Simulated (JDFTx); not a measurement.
Zn:

```
Zn
1.0
     2.67000    0.00000    0.00000
    -1.33500    2.31229    0.00000
     0.00000    0.00000    4.96600
Zn
2
Direct
  0.66667 0.33333 0.75000
  0.33333 0.66667 0.25000
```

| Item | Value |
| --- | --- |
| Program | JDFTx 1.7.0 (patched build) |
| Task | relaxation of cell and atoms |
| Functional | PBE |
| Potentials or basis | PseudoDojo-SR-PBE-0.5-standard with smoothed tails |
| Cutoff | 1143 eV |
| Density cutoff | 9143 eV |
| k mesh | 6 × 6 × 3 |
| Occupations | fermi-dirac, width 0.05 eV |
| Spin | no spin polarisation |

At the start: pressure -0.7 GPa; volume 15.33 Å³/atom.

How do energy, volume and symmetry change on relaxing?

Over 6 steps the energy falls by 8.6 meV/atom and the volume is 15.27 Å³/atom (-0.4 %); space group P6_3/mmc (No. 194, to 0.05 Å).

The path:
| step | energy change (eV) | largest force (eV/Å) | pressure (GPa) | volume (Å³) |
| --- | --- | --- | --- | --- |
| 1 | 0.0000 | 0.0000 | -0.72 | 30.66 |
| 2 | -0.0075 | 0.0000 | -0.45 | 30.57 |
| 3 | -0.0169 | 0.0000 | 0.58 | 30.32 |
| 4 | -0.0173 | 0.0000 | -0.16 | 30.60 |
| 5 | -0.0173 | 0.0000 | 0.03 | 30.54 |
| 6 | -0.0173 | 0.0000 | 0.01 | 30.55 |

Final structure:
```
Zn
1.0
     2.63128    0.00000    0.00000
    -1.31564    2.27875    0.00000
     0.00000    0.00000    5.09500
Zn
2
Direct
  0.66667 0.33333 0.75000
  0.33333 0.66667 0.25000
```

Caveat: the k mesh is coarse (spacing up to 0.45 Å⁻¹), so the values aren't converged.
